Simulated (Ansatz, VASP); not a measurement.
## Two plane-wave programs on ZrSi2

```xyz
3
Lattice="4.0040 0.0000 0.0000 -2.0020 3.4675 0.0000 0.0000 0.0000 3.5145" Properties=species:S:1:pos:R:3 pbc="T T T"
Zr    0.0000    0.0000    0.0000
Si    0.0000    2.3117    1.7572
Si    2.0020    1.1558    1.7572
```

Alike in both runs: functional PBEsol; k mesh 12 × 12 × 12; occupations gaussian, width 0.1 eV; no spin polarisation.

Ansatz relaxed the structure, and its values are those at the end. VASP's run is a single point on that final structure, the one shown.

|  | VASP | Ansatz |
| --- | --- | --- |
| version | VASP 6.6.1 | Ansatz 0.2.0 |
| potentials or method | VASP PAW PBE potentials, release 64 (Zr_sv, Si) | scalar-relativistic, plane waves, PAW |
| plane-wave cutoff (eV) | 520 | 420 |
| valence electrons in the cell | 20 | 20 |

```csv
,VASP,Ansatz,Ansatz less VASP
gap on the k mesh at the Fermi level (eV),none,none,-
pressure (GPa),0.1,0.0,-0.15
```

A gap of «none» marks a metal or a gap that the smearing closes.

Caveats: the PAW data sets were made with another functional, which shifts forces and pressure a little (VASP).
